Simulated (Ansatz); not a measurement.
We consider α-phase Li₃N, described by r²SCAN (PAW; Ansatz, a quantum-chemistry and plane-wave program).

Numerical settings: plane-wave cutoff 560 eV, 12×12×10 k mesh (along the axes of the cell as run), Fermi–Dirac smearing 0.01 eV, scalar-relativistic PAW data made under PBE.

The cell has the measured lattice parameters. Conventional cell: a = 3.6520 Å, b = 3.6520 Å, c = 3.8660 Å, α = 90.00°, β = 90.00°, γ = 120.00°.

```
Li3N
1.0
   -1.82600    -3.16273     0.00000
   -1.82600     3.16273     0.00000
    0.00000     0.00000    -3.86600
Li N
3 1
Direct
  0.33333   0.66667   0.00000
  0.66667   0.33333   0.00000
  0.00000   0.00000   0.50000
  0.00000   0.00000   0.00000
```

**Question.** List the 5 lowest band energies at Γ above −25 eV (eV, relative to the valence band maximum), grouping those that round alike.

**Answer.** At Γ: -12.25, -1.54, -0.21 (×2), 1.43.

Note: cell and atoms aren't relaxed at this level (pressure -1.4 GPa).
